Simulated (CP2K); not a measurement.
CaSe:

```xyz
2
Lattice="4.1804 0.0000 0.0000 2.0902 3.6203 0.0000 2.0902 1.2068 3.4133" Properties=species:S:1:pos:R:3 pbc="T T T"
Se    4.1804    2.4136    1.7066
Ca    0.0000    0.0000    0.0000
```

Program: CP2K 2026.2. Alike in all runs: task band structure; no spin polarisation; cell as given; k mesh 8 × 8 × 8.

Question: Order these runs on this cell by their band gap on the k mesh, lowest first.
A. level TB-mBJ; potentials or basis POTENTIAL_UZH Se GTH-PBE-q6, Ca GTH-PBE-q10; TZVP-MOLOPT-PBE-GTH basis; smearing fermi-dirac 0.05 eV; points a segment of the path (NPOINTS) 6; bands added on the path 6; CUTOFF of the grids 675 Ry
B. level r2SCAN; potentials or basis POTENTIAL_UZH Se GTH-SCAN-q6, Ca GTH-SCAN-q10; TZVP-MOLOPT-SCAN-GTH basis; smearing fermi-dirac 0.0259 eV; points a segment of the path (NPOINTS) 10; bands added on the path 6; CUTOFF of the grids 675 Ry
C. level LDA; potentials or basis GTH_POTENTIALS Se GTH-PADE-q6, Ca GTH-PADE-q10; TZVP-MOLOPT-PBE-GTH basis; smearing fermi-dirac 0.1 eV; points a segment of the path (NPOINTS) 10; bands added on the path 4; CUTOFF of the grids 450 Ry

Answer: C (2.04 eV), A (2.21 eV), B (2.65 eV).

Caveats: the basis of atomic orbitals isn't converged, which shifts pressures, moduli and gaps; this is a model potential without an energy functional, so only levels have meaning (some runs).

